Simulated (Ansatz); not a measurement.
# KCl: energy and pressure over a range of volumes

How stiff is KCl, and at what volume does the pressure vanish? The cell is scaled evenly, atoms carried along, and solved with LAPW, PAW and all-electron datasets made for the crystal.

Method: DFT PBE, scalar-relativistic, in Ansatz 0.2.0.

## 1. The system as given

It takes space group Fm-3m (No. 225, cubic). Conventional cell: a = 6.312 Å, b = 6.312 Å, c = 6.312 Å, α = 90.00°, β = 90.00°, γ = 90.00°. Around K (site symmetry m-3m) lie 6 Cl at 3.16 Å. Around Cl (site symmetry m-3m) lie 6 K at 3.16 Å.

Structure file:

```
CELL_PARAMETERS angstrom
0.00000 3.15610 3.15610
3.15610 0.00000 3.15610
3.15610 3.15610 0.00000
ATOMIC_POSITIONS crystal
K 0.00000 0.00000 0.00000
Cl 0.50000 0.50000 0.50000
```

The structure is an experimental refinement, used without relaxation.

Atoms are numbered in the order of the input: K1, Cl2.

## 2. Volume × 0.9405, LAPW

Contents of input.yaml:

```yaml
crystal:
  lattice:
    - [0.0, 3.0922197893, 3.0922197893]
    - [3.0922197893, 0.0, 3.0922197893]
    - [3.0922197893, 3.0922197893, 0.0]
  atoms:
    - { symbol: K, position: [0.0, 0.0, 0.0] }
    - { symbol: Cl, position: [0.5, 0.5, 0.5] }
kpoints:
  mp_grid: { grid: [7, 7, 7] }
scf:
  occupations: { method: fermi_dirac, width: 0.03 }
hamiltonian:
  xc: pbe
  pseudopotentials: { kind: all_electron, lapw: { basis_error: 0.0005 } }
output:
  forces: true
  stress: true
  eigenvalues: true
```

Command:

```sh
$ ansatz run input.yaml --threads 1 --pin off --max-ram 2048MiB --backend cpu --events-out ev --progress --plain --runs-dir out
```

## 3. Volume × 0.9405, PAW

input.yaml: that of step 2 with these lines changed.

```diff
@@ -14,3 +14,3 @@
   xc: pbe
-  pseudopotentials: { kind: all_electron, lapw: { basis_error: 0.0005 } }
+  pseudopotentials: { kind: paw }
 output:
@@ -19 +19,6 @@
   eigenvalues: true
+  efg: { contact_densities: true }
+  write_density: true
+  write_potential: true
+  elf: true
+  volumetric_format: npy
```

## 4. Volume × 0.9405, crystal datasets

input.yaml: that of step 3 with these lines changed.

```diff
@@ -14,3 +14,3 @@
   xc: pbe
-  pseudopotentials: { kind: paw }
+  pseudopotentials: { kind: all_electron, datasets: crystal }
 output:
@@ -20,5 +20 @@
   efg: { contact_densities: true }
-  write_density: true
-  write_potential: true
-  elf: true
-  volumetric_format: npy
```

## 5. Volume × 0.98, LAPW

Contents of input.yaml:

```yaml
crystal:
  lattice:
    - [0.0, 3.1349174826, 3.1349174826]
    - [3.1349174826, 0.0, 3.1349174826]
    - [3.1349174826, 3.1349174826, 0.0]
  atoms:
    - { symbol: K, position: [0.0, 0.0, 0.0] }
    - { symbol: Cl, position: [0.5, 0.5, 0.5] }
kpoints:
  mp_grid: { grid: [7, 7, 7] }
scf:
  occupations: { method: fermi_dirac, width: 0.03 }
hamiltonian:
  xc: pbe
  pseudopotentials: { kind: all_electron, lapw: { basis_error: 0.0005 } }
output:
  forces: true
  stress: true
  eigenvalues: true
```

## 6. Volume × 0.98, PAW

input.yaml: that of step 5 with these lines changed.

```diff
@@ -14,3 +14,3 @@
   xc: pbe
-  pseudopotentials: { kind: all_electron, lapw: { basis_error: 0.0005 } }
+  pseudopotentials: { kind: paw }
 output:
@@ -19 +19,2 @@
   eigenvalues: true
+  efg: { contact_densities: true }
```

## 7. Volume × 1.02, LAPW

Contents of input.yaml:

```yaml
crystal:
  lattice:
    - [0.0, 3.1770019336, 3.1770019336]
    - [3.1770019336, 0.0, 3.1770019336]
    - [3.1770019336, 3.1770019336, 0.0]
  atoms:
    - { symbol: K, position: [0.0, 0.0, 0.0] }
    - { symbol: Cl, position: [0.5, 0.5, 0.5] }
kpoints:
  mp_grid: { grid: [7, 7, 7] }
scf:
  occupations: { method: fermi_dirac, width: 0.03 }
hamiltonian:
  xc: pbe
  pseudopotentials: { kind: all_electron, lapw: { basis_error: 0.0005 } }
output:
  forces: true
  stress: true
  eigenvalues: true
```

## 8. Volume × 1.02, PAW

input.yaml: that of step 7 with these lines changed.

```diff
@@ -14,3 +14,3 @@
   xc: pbe
-  pseudopotentials: { kind: all_electron, lapw: { basis_error: 0.0005 } }
+  pseudopotentials: { kind: paw }
 output:
@@ -19 +19,2 @@
   eigenvalues: true
+  efg: { contact_densities: true }
```

## 9. Volume × 1.06, LAPW

Contents of input.yaml:

```yaml
crystal:
  lattice:
    - [0.0, 3.2180000288, 3.2180000288]
    - [3.2180000288, 0.0, 3.2180000288]
    - [3.2180000288, 3.2180000288, 0.0]
  atoms:
    - { symbol: K, position: [0.0, 0.0, 0.0] }
    - { symbol: Cl, position: [0.5, 0.5, 0.5] }
kpoints:
  mp_grid: { grid: [7, 7, 7] }
scf:
  occupations: { method: fermi_dirac, width: 0.03 }
hamiltonian:
  xc: pbe
  pseudopotentials: { kind: all_electron, lapw: { basis_error: 0.0005 } }
output:
  forces: true
  stress: true
  eigenvalues: true
```

## 10. Volume × 1.06, PAW

input.yaml: that of step 9 with these lines changed.

```diff
@@ -14,3 +14,3 @@
   xc: pbe
-  pseudopotentials: { kind: all_electron, lapw: { basis_error: 0.0005 } }
+  pseudopotentials: { kind: paw }
 output:
@@ -19 +19,6 @@
   eigenvalues: true
+  efg: { contact_densities: true }
+  write_density: true
+  write_potential: true
+  elf: true
+  volumetric_format: npy
```

## 11. Volume × 1.06, crystal datasets

input.yaml: that of step 10 with these lines changed.

```diff
@@ -14,3 +14,3 @@
   xc: pbe
-  pseudopotentials: { kind: paw }
+  pseudopotentials: { kind: all_electron, datasets: crystal }
 output:
@@ -20,5 +20 @@
   efg: { contact_densities: true }
-  write_density: true
-  write_potential: true
-  elf: true
-  volumetric_format: npy
```

(Steps that only read results are left out.)

Q: Predict the outcome of this session. Wanted: equilibrium volume; bulk modulus (for each run or level that gives them).

The runs gave:

| quantity | value |
| --- | --- |
| equilibrium volume (LAPW) | 32.488 Å³/atom |
| bulk modulus (LAPW) | 16.2 GPa |
| its pressure derivative (LAPW) | 4.8 |
| equilibrium volume (PAW) | 32.487 Å³/atom |
| bulk modulus (PAW) | 16.3 GPa |
| its pressure derivative (PAW) | 4.8 |

What this shows: A third-order Birch-Murnaghan fit to the LAPW pressures puts zero pressure at 32.49 Å³/atom, +3.3 % from the given cell, with a bulk modulus of 16.2 GPa. PAW's volume lies less than 0.01 % and its modulus less than 0.1 % from LAPW's. The gap goes from 5.37 eV at the smallest volume to 4.96 eV at the largest. No thermal or zero-point expansion is included.

The gaps are Kohn-Sham values of a semilocal functional, not quasiparticle or optical gaps. Such gaps usually fall short of the measured ones.
